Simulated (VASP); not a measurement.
# VASP 6.6.1 run: SnTe

INCAR

```
LWAVE = .FALSE.
LREAL = .FALSE.
EDIFF = 1E-7
ISMEAR = 1
ISIF = 2
GGA = PE
ENCUT = 520
PREC = Accurate
NBANDS = 17
LASPH = .TRUE.
NSW = 0
LCHARG = .FALSE.
SIGMA = 0.01
IBRION = -1
NELM = 52
```

KPOINTS

```
KPOINTS created by Atomic Simulation Environment
0
Gamma
6 6 6
0 0 0
```

POSCAR

```
Sn Te
 1.0000000000000000
     0.0000000000000000    3.5839840091999999    3.5839840091999999
     3.6735836094000001    0.0000000000000000    3.5839840091999999
     3.6735836094000001    3.5839840091999999    0.0000000000000000
 Sn  Te
   1   1
Cartesian
  0.0000000000000000  0.0000000000000000  0.0000000000000000
  1.8367918046999998  1.7919920046000000  1.7919920046000000
```

The recommended PBE PAW datasets give the neutral cell 20 valence electrons.

Command

```
mpirun -np 1 vasp_std
```

Q: How does this run end, and what does it give?

A: It converged. Results: gap between bands v and c on the k mesh 0.20 eV; least direct gap on the k mesh 0.78 eV; pressure -0.1 GPa. Band v is the last that the valence electrons fill when counted band by band, and c is the next.

OSZICAR

```
N       E                     dE             d eps       ncg     rms          rms(c)
DAV:   1     0.121751535249E+03    0.12175E+03   -0.93757E+03  1020   0.116E+03
DAV:   2     0.467383358234E+01   -0.11708E+03   -0.11418E+03  1102   0.289E+02
DAV:   3    -0.684636626400E+01   -0.11520E+02   -0.11415E+02  1230   0.887E+01
DAV:   4    -0.720018084629E+01   -0.35381E+00   -0.35364E+00  1236   0.164E+01
DAV:   5    -0.721477622914E+01   -0.14595E-01   -0.14595E-01  1467   0.306E+00    0.433E+00
DAV:   6    -0.706349020052E+01    0.15129E+00   -0.39691E-01  1330   0.287E+00    0.281E+00
DAV:   7    -0.706111507490E+01    0.23751E-02   -0.85587E-02  1067   0.110E+00    0.108E+00
DAV:   8    -0.706289493272E+01   -0.17799E-02   -0.10162E-02  1187   0.708E-01    0.229E-01
DAV:   9    -0.706359160578E+01   -0.69667E-03   -0.23983E-03  1081   0.306E-01    0.668E-02
DAV:  10    -0.706378115109E+01   -0.18955E-03   -0.38784E-04  1147   0.101E-01    0.433E-02
DAV:  11    -0.706394140213E+01   -0.16025E-03   -0.25818E-04  1034   0.674E-02    0.354E-02
DAV:  12    -0.706394343504E+01   -0.20329E-05   -0.70779E-06  1220   0.199E-02    0.169E-02
DAV:  13    -0.706394506599E+01   -0.16310E-05   -0.38529E-06  1051   0.832E-03    0.500E-03
DAV:  14    -0.706394522137E+01   -0.15537E-06   -0.46626E-07  1181   0.577E-03    0.323E-03
DAV:  15    -0.706394540323E+01   -0.18186E-06   -0.55801E-08   835   0.128E-03    0.167E-03
DAV:  16    -0.706394547979E+01   -0.76563E-07   -0.17273E-08   875   0.108E-03
   1 F= -.70639455E+01 E0= -.70639455E+01  d E =0.178132E-19
```

For comparison, a separate PBE run of the intended cell, on usual settings and not on those above, gives a gap of 0.20 eV on its mesh and a pressure of -0.1 GPa.
